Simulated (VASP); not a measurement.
# ZnS (Wurtzite-4H) (P6_3mc) in VASP: notebook, part 3 of 3

VASP 6.6.1. The steps go on from the part before.

## (6) Band structure, BLYP

POSCAR

```
ZnS
1.0
    3.8227000000      0.0000000000      0.0000000000
   -1.9113500000      3.3105553110      0.0000000000
    0.0000000000      0.0000000000     12.5200000000
Zn S
4 4
Direct
    0.6666666667      0.3333333333      0.7500000000
    0.3333333333      0.6666666667      0.2500000000
    0.0000000000      0.0000000000      0.5000000000
    0.0000000000      0.0000000000      0.0000000000
    0.6666666667      0.3333333333      0.9375000000
    0.3333333333      0.6666666667      0.4375000000
    0.0000000000      0.0000000000      0.6875000000
    0.0000000000      0.0000000000      0.1875000000
```

INCAR.step1

```
SYSTEM = ZnS
AGGAC    = 1.0          
AGGAX    = 1.0          
ALDAC    = 0.0          
ALDAX    = 1.0          
ALGO     = Normal         ! electronic algorithm
EDIFF    = 1E-7           ! SCF threshold, eV
ENCUT    = 520            ! plane-wave cutoff, eV
GGA      = B5             ! functional
ISIF     = 2              ! what is computed and relaxed
ISMEAR   = -1             ! smearing method
LASPH    = .TRUE.         ! aspherical terms in the spheres
LCHARG   = .TRUE.         ! write CHGCAR
LREAL    = .FALSE.        ! projectors in reciprocal space
LWAVE    = .FALSE.        ! write WAVECAR
NELM     = 80             ! most SCF steps
PREC     = Accurate       ! precision mode
SIGMA    = 0.05           ! smearing width, eV
```

KPOINTS.step1

```
k-points
0
G
  8 8 3
  0 0 0
```

INCAR.step2

```
SYSTEM = ZnS
AGGAC    = 1.0          
AGGAX    = 1.0          
ALDAC    = 0.0          
ALDAX    = 1.0          
ALGO     = Normal         ! electronic algorithm
EDIFF    = 1E-7           ! SCF threshold, eV
ENCUT    = 520            ! plane-wave cutoff, eV
GGA      = B5             ! functional
ICHARG   = 11             ! starting density
ISIF     = 2              ! what is computed and relaxed
ISMEAR   = 0              ! smearing method
LASPH    = .TRUE.         ! aspherical terms in the spheres
LCHARG   = .FALSE.        ! write CHGCAR
LREAL    = .FALSE.        ! projectors in reciprocal space
LWAVE    = .FALSE.        ! write WAVECAR
NELM     = 80             ! most SCF steps
PREC     = Accurate       ! precision mode
SIGMA    = 0.05           ! smearing width, eV
```

KPOINTS.step2

```
path GMKGALHA,LM,KH
15
line-mode
reciprocal
 0.0000000000  0.0000000000  0.0000000000  G
 0.5000000000  0.0000000000  0.0000000000  M

 0.5000000000  0.0000000000  0.0000000000  M
 0.3333333333  0.3333333333  0.0000000000  K

 0.3333333333  0.3333333333  0.0000000000  K
 0.0000000000  0.0000000000  0.0000000000  G

 0.0000000000  0.0000000000  0.0000000000  G
 0.0000000000  0.0000000000  0.5000000000  A

 0.0000000000  0.0000000000  0.5000000000  A
 0.5000000000  0.0000000000  0.5000000000  L

 0.5000000000  0.0000000000  0.5000000000  L
 0.3333333333  0.3333333333  0.5000000000  H

 0.3333333333  0.3333333333  0.5000000000  H
 0.0000000000  0.0000000000  0.5000000000  A

 0.5000000000  0.0000000000  0.5000000000  L
 0.5000000000  0.0000000000  0.0000000000  M

 0.3333333333  0.3333333333  0.0000000000  K
 0.3333333333  0.3333333333  0.5000000000  H
```

Potentials or basis: VASP PAW PBE potentials, release 64 (Zn, S).

Command:

```console
> cat potpaw_PBE.64/Zn/POTCAR potpaw_PBE.64/S/POTCAR > POTCAR
> cp INCAR.step1 INCAR
> cp KPOINTS.step1 KPOINTS
> mpirun -np 1 vasp_std > vasp.out
> cp INCAR.step2 INCAR
> cp KPOINTS.step2 KPOINTS
> mpirun -np 1 vasp_std > vasp.out
```

OUTCAR:

```text
SYSTEM = ZnS
   EDIFF = 1E-7
   ENCUT = 520
   GGA = B5
   ICHARG = 11
   ISIF = 2
   ISMEAR = 0
   LASPH = .TRUE.
   LREAL = .FALSE.
   NELM = 80
   PREC = Accurate

 ion  position               nearest neighbor table
   1  0.667  0.333  0.750-   7 2.34   7 2.34   7 2.34   5 2.35
   2  0.333  0.667  0.250-   8 2.34   8 2.34   8 2.34   6 2.35
   3  0.000  0.000  0.500-   6 2.34   6 2.34   6 2.34   7 2.35
   4  0.000  0.000  0.000-   5 2.34   5 2.34   5 2.34   8 2.35
   5  0.667  0.333  0.938-   4 2.34   4 2.34   4 2.34   1 2.35
   6  0.333  0.667  0.438-   3 2.34   3 2.34   3 2.34   2 2.35
   7  0.000  0.000  0.688-   1 2.34   1 2.34   1 2.34   3 2.35
   8  0.000  0.000  0.188-   2 2.34   2 2.34   2 2.34   4 2.35

  LATTYP: Found a hexagonal cell.
 ALAT       =     3.8227000000
 C/A-ratio  =     3.2751719988

  Lattice vectors:

 A1 = (   3.8227000000,   0.0000000000,   0.0000000000)
 A2 = (  -1.9113500000,   3.3105553110,   0.0000000000)
 A3 = (   0.0000000000,   0.0000000000,  12.5200000000)

Analysis of symmetry for initial positions (statically):
=====================================================================
 Subroutine PRICEL returns:
 Original cell was already a primitive cell.

 Routine SETGRP: Setting up the symmetry group for a
 hexagonal supercell.

 Subroutine GETGRP returns: Found 12 space group operations
 (whereof  6 operations were pure point group operations)
 out of a pool of 24 trial point group operations.

The static configuration has the point symmetry C_3v.
 The point group associated with its full space group is C_6v.

Analysis of symmetry for dynamics (positions and initial velocities):
=====================================================================
 Subroutine PRICEL returns:
 Original cell was already a primitive cell.

 Routine SETGRP: Setting up the symmetry group for a
 hexagonal supercell.
[... 134 lines left out ...]
  Thomas-Fermi vector in A             =   2.392218
   LORBIT       =      0    0 simple, 1 ext, 2 COOP (PROOUT), +10 PAW based schemes
   GGA     = B5    functional components
   LHFCALC =     F    Hartree Fock is set to
   AEXX    =    0.0000 exact exchange contribution
   IVDW    =     0    specifies the selected vdW correction
   LEPSILON=     F    determine dielectric tensor
   LRPA    =     F    only Hartree local field effects (RPA)
 non-spin polarized calculation
 Gauss-broadening in eV      SIGMA  =   0.05
  energy-cutoff  :      520.00
  volume of cell :      158.44
 maximum number of plane-waves:      4304

 number of electron      71.9999983 magnetization

 Free energy of the ion-electron system (eV)
  ---------------------------------------------------
  ext. energy  EPLUGINS =         0.00000000
  ---------------------------------------------------
  free energy    TOTEN  =       -21.47079403 eV

  energy without entropy =      -21.47079403  energy(sigma->0) =      -21.47079403

 E-fermi :   2.6977     XC(G=0):  -9.0950

 val. band max:        2.4495059666   @ k =   0.0000   0.0000   0.0000
 cond. band min:       4.5902292323   @ k =   0.0000   0.0000   0.0000
 fundamental gap:      2.1407232657
 Fermi energy:         2.6977405577

 k-point     1 :       0.0000    0.0000    0.0000
  band No.  band energies     occupation
      1     -10.6386      2.00000
      2     -10.2308      2.00000
      3     -10.2200      2.00000
      4      -9.7355      2.00000
      5      -3.9693      2.00000
      6      -3.9657      2.00000
[... 1093 lines left out ...]
     42       8.1732      0.00000
     43       8.5460      0.00000

 [... further k-points ...]

------------------------ aborting loop because EDIFF is reached ----------------------------------------

  FORCE on cell =-STRESS in cart. coord.  units (eV):
  Direction    XX          YY          ZZ          XY          YZ          ZX
  --------------------------------------------------------------------------------------
  -------------------------------------------------------------------------------------
  Total       10.0799706     10.0799706      7.1751128      0.0000000      0.0000000      0.0000000
  in kB      101.9282234    101.9282234     72.5544278      0.0000000      0.0000000      0.0000000
  external PRESSURE =      92.1369582 kB  Pullay stress =       0.0000000 kB

 VOLUME and BASIS-vectors are now :
 -----------------------------------------------------------------------------
  energy-cutoff  :      520.00
  volume of cell :      158.44
      direct lattice vectors                 reciprocal lattice vectors
     3.822700000  0.000000000  0.000000000     0.261595208  0.151032064  0.000000000
    -1.911350000  3.310555311  0.000000000     0.000000000  0.302064127  0.000000000
     0.000000000  0.000000000 12.520000000     0.000000000  0.000000000  0.079872204

 POSITION                                       TOTAL-FORCE (eV/Angst)
 -----------------------------------------------------------------------------------
      1.91135      1.10352      9.39000        -0.000000      0.000000      0.222107
     -0.00000      2.20704      3.13000         0.000000     -0.000000      0.222107
      0.00000      0.00000      6.26000        -0.000000      0.000000      0.243454
      0.00000      0.00000      0.00000        -0.000000     -0.000000      0.243454
      1.91135      1.10352     11.73750        -0.000000     -0.000000     -0.211053
     -0.00000      2.20704      5.47750        -0.000000      0.000000     -0.211053
      0.00000      0.00000      8.60750        -0.000000     -0.000000     -0.254509
      0.00000      0.00000      2.34750        -0.000000      0.000000     -0.254509
 -----------------------------------------------------------------------------------
    total drift:                               -0.000001     -0.000002     -0.177400

  FREE ENERGIE OF THE ION-ELECTRON SYSTEM (eV)
  ---------------------------------------------------
  free  energy   TOTEN  =       -21.4707940276 eV

  energy  without entropy=      -21.4707940276  energy(sigma->0) =      -21.47079403
```

It took 7.6 min on 1 thread of AMD EPYC 9R14 (Zen 4), shared host; peak memory 0.7 GiB.

Results:

* Band gap on the k mesh: 2.14 eV, direct
* Band gap along the path: 2.14 eV, direct

Levels at the corners of the path, in eV from the valence-band top:
```csv
point,band 32,band 33,band 34,band 35,band 36,band 37,band 38,band 39,band 40,band 41
Γ,-0.45,-0.45,-0.04,0.00,0.00,2.14,3.21,3.40,3.63,6.40
M,-1.57,-1.56,-1.55,-1.08,-0.86,3.37,3.46,3.84,4.43,4.93
M,-1.57,-1.56,-1.55,-1.08,-0.86,3.37,3.46,3.84,4.43,4.93
K,-2.42,-2.24,-1.72,-1.72,-1.30,4.54,4.98,4.98,5.37,5.37
K,-2.42,-2.24,-1.72,-1.72,-1.30,4.54,4.98,4.98,5.37,5.37
Γ,-0.45,-0.45,-0.04,0.00,0.00,2.14,3.21,3.40,3.63,6.40
Γ,-0.45,-0.45,-0.04,0.00,0.00,2.14,3.21,3.40,3.63,6.40
A,-0.74,-0.14,-0.14,-0.14,-0.14,2.99,2.99,3.33,3.33,6.36
A,-0.74,-0.14,-0.14,-0.14,-0.14,2.99,2.99,3.33,3.33,6.37
L,-2.00,-1.47,-1.47,-1.08,-1.08,3.75,3.75,4.09,4.09,4.77
L,-2.00,-1.47,-1.47,-1.08,-1.08,3.75,3.75,4.09,4.09,4.77
H,-2.67,-1.76,-1.76,-1.58,-1.58,4.49,4.49,5.20,5.20,6.15
H,-2.67,-1.76,-1.76,-1.58,-1.58,4.49,4.49,5.20,5.20,6.15
A,-0.74,-0.14,-0.14,-0.14,-0.14,2.99,2.99,3.33,3.33,6.36
L,-2.00,-1.47,-1.47,-1.08,-1.08,3.75,3.75,4.09,4.09,4.77
M,-1.57,-1.56,-1.55,-1.08,-0.86,3.37,3.46,3.84,4.43,4.93
K,-2.42,-2.24,-1.72,-1.72,-1.30,4.54,4.98,4.98,5.37,5.37
H,-2.67,-1.76,-1.76,-1.58,-1.58,4.49,4.49,5.20,5.20,6.15
```

Caveat: the log is that of the step along the path at fixed density, whose energy, stress, charges and moments have no meaning; the PAW data sets were made with another functional, which shifts forces and pressure a little.

## (7) Overview

| level | potentials or basis | cutoff (eV) | further INCAR settings | gap on the mesh (eV) |
| --- | --- | --- | --- | --- |
| PBE | VASP PAW PBE potentials, release 54 (Zn, S) | 520 | ALGO = Fast; EDIFF = 1e-06 | 2.13 |
| PBE | VASP PAW PBE potentials, release 54 (Zn, S) | 500 | ALGO = Fast; EDIFF = 1e-06 | 2.13 |
| PBE | VASP PAW PBE potentials, release 64 (Zn, S) | 520 | ALGO = Normal; EDIFF = 1e-07 | 2.13 |
| revPBE | VASP PAW PBE potentials, release 64 (Zn, S) | 520 | ALGO = Fast; EDIFF = 1e-07 | 2.26 |
| BLYP | VASP PAW PBE potentials, release 64 (Zn, S) | 520 | ALGO = Normal; EDIFF = 1e-07 | 2.14 |

Alike in all rows: task band structure; no spin polarisation; cell as given; k mesh 8 × 8 × 3; smearing fermi-dirac 0.05 eV.

Caveats: the PAW data sets were made with another functional, which shifts forces and pressure a little (some runs).

Absolute energies hang on the potentials; compare differences alone.

## (8) Comparison with measurements

Step 2. Measured gap of ZnS: 3.911 eV (direct; 4 K; a printed reference work, monograph). This calculation gives 2.13 eV (-1.78 eV). The value is that of PBE, without temperature or zero-point motion. Semilocal functionals fall short of measured gaps as a rule.

Step 3. Measured gap of ZnS: 3.911 eV (direct; 4 K; a printed reference work, monograph). This calculation gives 2.13 eV (-1.78 eV). The value is that of PBE, without temperature or zero-point motion. Semilocal functionals fall short of measured gaps as a rule.

Step 4. Measured gap of ZnS: 3.911 eV (direct; 4 K; a printed reference work, monograph). This calculation gives 2.13 eV (-1.78 eV). The value is that of PBE, without temperature or zero-point motion. Semilocal functionals fall short of measured gaps as a rule.

Step 5. Against the measured gap of ZnS, 3.911 eV (direct; 4 K; a printed reference work, monograph), the calculated 2.26 eV is off by -1.66 eV. The value is that of revPBE, without temperature or zero-point motion. Semilocal functionals fall short of measured gaps as a rule.

Step 6. Against the measured gap of ZnS, 3.911 eV (direct; 4 K; a printed reference work, monograph), the calculated 2.14 eV is off by -1.77 eV. The value is that of BLYP, without temperature or zero-point motion. Semilocal functionals fall short of measured gaps as a rule.
